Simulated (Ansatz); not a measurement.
# ZrC (Fm-3m) in Ansatz: band structure with revPBE

Aim: the band structure of ZrC with revPBE.

Everything below comes from runs of Ansatz 0.2.0. Logs are shortened: lines on timing, memory, paths and dates and some standing lists are left out, and cuts for length are marked.

**1. Starting point**

It takes space group Fm-3m (No. 225, cubic). The conventional cell has a = 4.730 Å, b = 4.730 Å, c = 4.730 Å, α = 90.00°, β = 90.00°, γ = 90.00°. Zr (site symmetry m-3m) is surrounded by 6 C at 2.37 Å. C (site symmetry m-3m) has 6 Zr at 2.37 Å as nearest neighbours.

**2. Band structure, revPBE**

input.yaml reads:

```yaml
crystal:
  lattice:
    - [0.0, 2.365, 2.365]
    - [2.365, 0.0, 2.365]
    - [2.365, 2.365, 0.0]
  atoms:
    - { symbol: Zr, position: [0.5, 0.5, 0.5] }
    - { symbol: C, position: [0.0, 0.0, 0.0] }
kpoints:
  mp_grid: { grid: [10, 10, 10] }
  band_path:
    path:
      - [0.0, 0.0, 0.0]
      - [0.5, 0.0, 0.5]
      - [0.5, 0.25, 0.75]
      - [0.375, 0.375, 0.75]
      - [0.0, 0.0, 0.0]
      - [0.5, 0.5, 0.5]
      - [0.625, 0.25, 0.625]
      - [0.5, 0.25, 0.75]
    npoints: 6
scf:
  occupations: { method: fermi_dirac, width: 0.05 }
hamiltonian:
  xc: revpbe
  pseudopotentials: { kind: all_electron, lapw: { basis_error: 0.001 } }
output:
  forces: true
  stress: true
  eigenvalues: true
```

Potentials or basis: all-electron LAPW, scalar-relativistic.

Command:

```console
$ ansatz run input.yaml --threads 1 --pin off --max-ram 3072MiB --backend cpu --events-out ev --progress --plain --runs-dir out
```

The program printed:

```text
Warning: RAYON_NUM_THREADS=1 ignored (pool sized by the plan → 1); use --threads N
LAPW: plane waves up to 8.172 Å⁻¹, error target 1.0e-3 eV per atom; small_component_spin mean_spin; C in spheres of 1.048 Å, 6 of its electrons in bands, Dirac shells []; Zr in spheres of 1.317 Å, 30 of its electrons in bands, Dirac shells [] (how accurate: hamiltonian.pseudopotentials.lapw.basis_error, Limitations)
Engine: ansatz 0.2.0, x86_64-unknown-linux-gnu
Pseudopotentials: kind: all_electron
Pseudopotential: Zr, LAPW, valence charge 30, lapw/all_electron/scalar/gaussian/Zr, Koelling and Harmon's equation, gaussian nucleus
Pseudopotential: C, LAPW, valence charge 6, lapw/all_electron/scalar/gaussian/C, Koelling and Harmon's equation, gaussian nucleus
Functional definition: revPBE
  parameter kappa = 1.245
  parameter beta = 0.06672455060314922
  exchange = pbe_x(kappa = kappa, mu = beta*pi^2/3)
  correlation = pbe_c(beta = beta)
Crystal: 2 atoms, lattice volume = 26.456 Å³
Basis set: ecut = 254.46169926440137 eV, 259 PW (Γ), exchange–correlation at level 2
Bands: 22, of which v1, the nominal top of the filled ones, is band 18 counted from 1 (17 counted from 0)
Symmetry: 48 space group operations
Space group: Fm-3m (ITA 225), of the structure as read, at distance tolerance 3.0e-5 Å
k-points: 47 of 1000
Non-local potential: Zr, projectors of the file, none
Non-local potential: C, projectors of the file, none
Initial density: superposition of atomic densities (chi_scale 0.1, normalization cell, long waves kept (reshape's long-wave potential 0.00 eV rms))
Initial wavefunctions: plane waves of lowest kinetic energy (no species holds an atomic orbital)
Functional: x = revpbe(κ = 1.245, μ = 0.2195149727645171), c = pbe(β = 0.06672455060314922)
iter 1 solved again at ethr=1.52e-2 eV; its pass at ethr=1.00e-1 eV (dr2=5.49e0 eV) is discarded
SCF iter   1: F=—  HF=-98973.283732 eV  |F-HF|=—  |Δ(HF+E_count)|=         —  Δρ=1.19e-1  dr2=5.48e0  ethr=1.52e-2  ⟨swp⟩=2.0  Hψ=6630  notcnv=0
preconditioner: auto → none  [insulator: Δε(μ)=0.276 eV  Ē_g=18.227 eV  σ=0.050 eV  W_gap=0.56  n_scr=14 (ndim 8)  ℏωp=27.0 eV  f_vac=0.000  D(μ)=0.16/eV (n_scr^D=0)  ε∞_Penn≈3.2]
SCF iter   2: F=—  HF=-98972.751509 eV  |F-HF|=—  |Δ(HF+E_count)|=   5.32e-1  Δρ=8.60e-2  dr2=2.69e0  ethr=1.52e-2  ⟨swp⟩=2.9  Hψ=3009  notcnv=0
iter 3 solved again at ethr=7.42e-5 eV; its pass at ethr=7.46e-3 eV (dr2=2.67e-2 eV) is discarded
SCF iter   3: F=—  HF=-98971.458748 eV  |F-HF|=—  |Δ(HF+E_count)|=    1.29e0  Δρ=1.10e-2  dr2=2.69e-2  ethr=7.42e-5  ⟨swp⟩=2.1  Hψ=5290  notcnv=0
SCF iter   4: F=—  HF=-98971.459809 eV  |F-HF|=—  |Δ(HF+E_count)|=         —  Δρ=3.41e-3  dr2=3.90e-3  ethr=7.42e-5  ⟨swp⟩=2.0  Hψ=3318  notcnv=0
the basis was enlarged: its passes take 240.0 KiB over the memory plan, 1 of 1 planned eigensolver slots
SCF iter   5: F=—  HF=-98971.459199 eV  |F-HF|=—  |Δ(HF+E_count)|=   6.11e-4  Δρ=1.38e-3  dr2=4.36e-4  ethr=1.08e-5  ⟨swp⟩=2.0  Hψ=3197  notcnv=0
SCF iter   6: F=—  HF=-98971.458318 eV  |F-HF|=—  |Δ(HF+E_count)|=   8.81e-4  Δρ=2.43e-4  dr2=1.54e-5  ethr=1.21e-6  ⟨swp⟩=2.4  Hψ=3220  notcnv=0
SCF iter   7: F=—  HF=-98971.458292 eV  |F-HF|=—  |Δ(HF+E_count)|=   2.61e-5  Δρ=8.21e-5  dr2=1.70e-6  ethr=4.28e-8  ⟨swp⟩=2.1  Hψ=3201  notcnv=0
SCF iter   8: F=-98971.458290 eV  HF=-98971.458290 eV  |F-HF|=6.10e-9  |Δ(HF+E_count)|=   2.44e-6  Δρ=4.17e-6  dr2=3.54e-9  ethr=4.73e-9  ⟨swp⟩=2.2  Hψ=3209  notcnv=0
SCF 1 converged in 8 iterations: F = -98971.458290 eV  dr2 = 3.54e-9
NSCF: frozen V_eff on 43 k-points
SCF converged after 8 iterations
Free energy (F): -98971.458290 eV
Harris-Foulkes:  -98971.458290 eV  (|F-HF|=6.10e-9)
Internal energy: -98971.455737 eV  (E = F + TS)
E sigma→0 (E₀):  -98971.457013 eV
Entropy (-TS):   -0.002553 eV (-1.276 meV/atom)
Fermi energy:    16.253717 eV
--- Per-component energies (eV) ---
  E_band       = -4575.530087
  E_kinetic    = 102190.416109
  E_xc         = -3264.129571
  E_electrostatic = -197897.742274  (all electrons and nuclei)
  E_smearing   = -0.002553  (= −TS)
  E_closure    = 0.000000  (closes the sum)
  E_atoms      = -98953.935755  (free atoms, spherical and without spin; not in F)
  Σ components = -98971.458290   (vs F -98971.458290, Δ=0.00e0)
  Basis errors (estimates in eV, not in F): energy 3.3e-4 per atom: plane waves 3.0e-4 (1.7e-4 summed), levels above the bands 4.5e-27, relativity 2.1e-8, radial functions 2.5e-5, core shells 8.0e-14; eigenvalues (radial functions only) 4.6e-6; not estimated: angular momenta, meshes, grids; target (lapw.basis_error) 1.0e-3; muffin-tin radii C 1.048 Å, Zr 1.317 Å
--- Forces (eV/Å), atoms counted from 1 ---
  atom   1  Zr    -0.00000000     0.00000000     0.00000000
  atom   2  C      0.00000000    -0.00000000     0.00000000
  max |Σ_I F_I| component: 6.90e-31 eV/Å
--- Stress (GPa, compression-positive) ---
       -0.493371       0.000000       0.000000
        0.000000      -0.493371      -0.000000
        0.000000      -0.000000      -0.493371
  P = ⅓ Tr σ = -0.4934 GPa (-4.934 kbar)
--- Band table (eV; the first three rows and the last of 47) ---
  k-point 0: bands = ["-381.9358", "-294.7335", "-294.7335", "-294.7335", "-248.7304", "-151.8549", "-151.8549", "-151.8549", "-151.8422", "-151.8422", "-31.9570", "-9.6815", "-9.6815", "-9.6815", "4.9640", "17.1747", "17.1747", "17.1747", "17.3408", "17.3408", "17.3408", "18.9928"]
  k-point 1: bands = ["-381.9358", "-294.7335", "-294.7335", "-294.7335", "-248.7304", "-151.8549", "-151.8549", "-151.8549", "-151.8422", "-151.8422", "-31.9482", "-9.7627", "-9.6887", "-9.6887", "5.1816", "15.8900", "16.1805", "16.1805", "17.7026", "17.7026", "18.1298", "20.0826"]
  k-point 2: bands = ["-381.9358", "-294.7335", "-294.7335", "-294.7335", "-248.7304", "-151.8549", "-151.8549", "-151.8549", "-151.8422", "-151.8422", "-31.9251", "-9.9692", "-9.7074", "-9.7074", "5.7811", "14.3110", "15.0106", "15.0106", "18.3382", "18.3382", "18.6860", "21.9227"]
  k-point 46: bands = ["-381.9358", "-294.7335", "-294.7335", "-294.7335", "-248.7304", "-151.8549", "-151.8549", "-151.8549", "-151.8422", "-151.8422", "-31.8335", "-10.2212", "-10.0926", "-9.9646", "6.7155", "13.8532", "13.9304", "13.9455", "18.6284", "20.2884", "21.7832", "22.6853"]
```

Wall time 5.2 s (1 thread of Intel Xeon Platinum 8559C (Emerald Rapids), shared host); peak memory 0.32 GiB.

Results:

```
Free energy             : -98971.4583 eV
Pressure                : -0.5 GPa
Band gap along the path : none (metal or under the smearing width)
```

Levels at the corners of the path, in eV from the Fermi level:
```tsv
point	band 15	band 16	band 17	band 18	band 19	band 20	band 21	band 22
Γ	-11.29	0.92	0.92	0.92	1.09	1.09	1.09	2.74
X	-10.12	-2.11	-1.70	0.03	0.03	4.33	5.52	5.52
W	-9.47	-2.61	-2.35	-2.35	3.23	3.23	5.53	6.85
K	-9.53	-3.02	-2.31	-1.56	1.48	4.77	5.28	7.17
Γ	-11.29	0.92	0.92	0.92	1.09	1.09	1.09	2.74
L	-8.33	-5.23	-2.88	-2.88	4.40	4.40	5.22	6.43
U	-9.53	-3.02	-2.31	-1.56	1.48	4.77	5.28	7.17
W	-9.47	-2.61	-2.35	-2.35	3.23	3.23	5.53	6.85
```
